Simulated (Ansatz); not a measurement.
## Zone-centre phonons of ZrN at 4 GPa: input and output

Level of theory: DFT PBEsol, scalar-relativistic, plane waves, PAW in Ansatz.

Launched with:
```bash
ansatz run input.yaml --threads 1 --pin off --max-ram 3072MiB --backend cpu --events-out ev --progress --plain --runs-dir out
```

Input (bare energies are in eV):
```yaml
crystal:
  lattice:
    - [0.0, 2.2656091895, 2.2656091895]
    - [2.2656091895, 0.0, 2.2656091895]
    - [2.2656091895, 2.2656091895, 0.0]
  atoms:
    - { symbol: Zr, position: [0.0, 0.0, 0.0] }
    - { symbol: "N", position: [0.5, 0.5, 0.5] }
basis:
  ecutwfc: 420
kpoints:
  mp_grid: { grid: [16, 16, 16] }
hamiltonian:
  xc: pbesol
scf:
  occupations: { method: fermi_dirac, width: 0.15 }
output:
  eigenvalues: true
phonons:
  method: dfpt
  eigenvectors: true
```

The end of the output:
```
--- Phonons (Γ-DFPT): 2 representative perturbations + reference, on 349 of 4096 k-points (Σ response iterations 6) ---
  k mesh reduced under 8 symmetry operations, with k and −k counted as one. Each operation leaves every solved perturbation unchanged. A smaller set is not used because it would not reduce the number of displacements ...
  ASR residual: 5.704e-4 → 0.000e0 eV/Å²; symmetrization residual: 6.725e-8 eV/Å²
  ASR residual per site (eV/Å²): 5.70e-4 1.29e-4
  Γ frequencies (cm⁻¹): 0.00 0.00 0.00 512.90 512.90 512.90
  non-analytic LO–TO correction: not included (Born effective charges unavailable; polar crystals: no LO–TO splitting at Γ)
```

The run took 71 s on 1 thread of Intel(R) Xeon(R) Processor @ 2.50GHz (Skylake/Cascade Lake), on a shared host, peak memory 0.66 GiB.

In a metal, frequencies and elastic constants depend on the k mesh and the smearing, soft modes and shear constants most.